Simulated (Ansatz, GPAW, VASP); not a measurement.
TePb: 3 runs at one level of theory

```
Pb Te
1.0
     0.00000    3.23100    3.23100
     3.23100    0.00000    3.23100
     3.23100    3.23100    0.00000
Pb Te
1 1
Cartesian
  0.0000 0.0000 0.0000
  3.2310 3.2310 3.2310
```

Alike in all runs: task single point; functional PBE; k mesh 7 × 7 × 7; occupations gaussian, width 0.013 eV; no spin polarisation; no spin-orbit coupling. Pressure is positive in compression and, in plane waves, holds the error of the finite cutoff.

```
                        program and potentials  plane-wave cutoff (eV)  notes  pressure (GPa)
          VASP, PBE PAW files Pb_d, Te, 520 eV                     520      -            2.05
    GPAW, GPAW PAW data sets (gpaw-data 1.2.1)                     600      -            1.83
Ansatz, all-electron LAPW, scalar-relativistic                       -      -            2.12
```

The pressure spans 1.83 (GPAW, GPAW PAW data sets (gpaw-data 1.2.1)) to 2.12 GPa (Ansatz, all-electron LAPW, scalar-relativistic), with all-electron results at 2.12.

Differences between rows come from potentials, basis sets and numerical settings, since the functional is the same but for its coding. Runs on potential files found faulty are left out.

All three calculations place rock-salt PbTe under compression at this volume, so PBE favours a larger cell. Because the cell is close to the measured one, this probably reflects the functional's familiar tendency to underbind solids of heavy elements. Its gradient correction favours inhomogeneous densities and so weakens the attraction between large, polarisable ions, whose closed-shell overlap and dispersion-like interactions matter for the lattice constant. The mixed ionic and p-bonded lattice is also soft, so a pressure of this size corresponds to a modest but noticeable expansion.

The spread between codes is small beside the pressure itself, which makes the sign and approximate size of the residual stress a property of the functional rather than of one implementation. VASP, at 2.05 GPa, lies closer to the all-electron value of 2.12 GPa than GPAW does at 1.83 GPa, possibly through differences in the PAW data sets or basis convergence. A pressure at a single volume fixes neither the equilibrium lattice constant nor the bulk modulus.
